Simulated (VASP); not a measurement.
Here is a VASP 6.6.1 calculation.

Contents of POSCAR:

```
Mg
1.0
    3.2093000000      0.0000000000      0.0000000000
   -1.6046500000      2.7793353284      0.0000000000
    0.0000000000      0.0000000000      5.2103000000
Mg
2
Direct
    0.6666666667      0.3333333333      0.7500000000
    0.3333333333      0.6666666667      0.2500000000
```

INCAR.step1

```
PREC = Accurate
ENCUT = 600
EDIFF = 1E-6
ISMEAR = -1
SIGMA = 0.05
LREAL = F
LASPH = T
NELM = 60
ALGO = Normal
ISIF = 2
LWAVE = F
LCHARG = T
GGA = PE
```

The input KPOINTS.step1:

```
Automatic mesh
0
Gamma
  10 10 5
```

The input INCAR.step2:

```
PREC = Accurate
ENCUT = 600
EDIFF = 1E-6
ISMEAR = 0
SIGMA = 0.05
LREAL = F
LASPH = T
NELM = 60
ALGO = Normal
ISIF = 2
LWAVE = F
LCHARG = F
GGA = PE
ICHARG = 11
```

KPOINTS.step2

```
path GMKGALHA,LM,KH
20
line-mode
reciprocal
 0.0000000000  0.0000000000  0.0000000000  G
 0.5000000000  0.0000000000  0.0000000000  M

 0.5000000000  0.0000000000  0.0000000000  M
 0.3333333333  0.3333333333  0.0000000000  K

 0.3333333333  0.3333333333  0.0000000000  K
 0.0000000000  0.0000000000  0.0000000000  G

 0.0000000000  0.0000000000  0.0000000000  G
 0.0000000000  0.0000000000  0.5000000000  A

 0.0000000000  0.0000000000  0.5000000000  A
 0.5000000000  0.0000000000  0.5000000000  L

 0.5000000000  0.0000000000  0.5000000000  L
 0.3333333333  0.3333333333  0.5000000000  H

 0.3333333333  0.3333333333  0.5000000000  H
 0.0000000000  0.0000000000  0.5000000000  A

 0.5000000000  0.0000000000  0.5000000000  L
 0.5000000000  0.0000000000  0.0000000000  M

 0.3333333333  0.3333333333  0.0000000000  K
 0.3333333333  0.3333333333  0.5000000000  H
```

Potentials or basis: VASP PAW PBE potentials, release 64 (Mg).

The run is started by

```sh
$ cat potpaw_PBE.64/Mg/POTCAR > POTCAR
$ cp INCAR.step1 INCAR
$ cp KPOINTS.step1 KPOINTS
$ mpirun -np 1 vasp_std > vasp.out
$ cp INCAR.step2 INCAR
$ cp KPOINTS.step2 KPOINTS
$ mpirun -np 1 vasp_std > vasp.out
```

Q: Estimate the band gap along the path.

A: None (metal or under the smearing width).

Levels at the corners of the path, in eV from the Fermi level:
```
point  band 1  band 2  band 3  band 4  band 5  band 6
    Γ   -6.91   -1.69   -1.27   10.84   10.86   10.93
    M   -2.15   -2.15    2.62    2.99    3.22    3.63
    M   -2.15   -2.15    2.62    2.99    3.22    3.63
    K   -0.63   -0.62   -0.62    4.08    4.08    4.26
    K   -0.63   -0.62   -0.62    4.08    4.08    4.26
    Γ   -6.91   -1.69   -1.27   10.84   10.84   10.93
    Γ   -6.91   -1.69   -1.27   10.84   10.85   10.93
    A   -5.53   -5.53    4.97    4.97   11.59   11.59
    A   -5.53   -5.53    4.97    4.97   11.59   11.59
    L   -1.11   -1.11   -0.47   -0.47    7.96    7.97
    L   -1.11   -1.11   -0.47   -0.47    7.96    7.96
    H    0.18    0.18    0.65    0.65    1.49    1.49
    H    0.18    0.18    0.65    0.65    1.49    1.49
    A   -5.53   -5.53    4.97    4.97   11.59   11.59
    L   -1.11   -1.11   -0.47   -0.47    7.96    7.96
    M   -2.15   -2.15    2.62    2.99    3.22    3.63
    K   -0.63   -0.62   -0.62    4.08    4.08    4.26
    H    0.18    0.18    0.65    0.65    1.49    1.49
```

Caveat: the log is that of the step along the path at fixed density, whose energy, stress, charges and moments have no meaning.
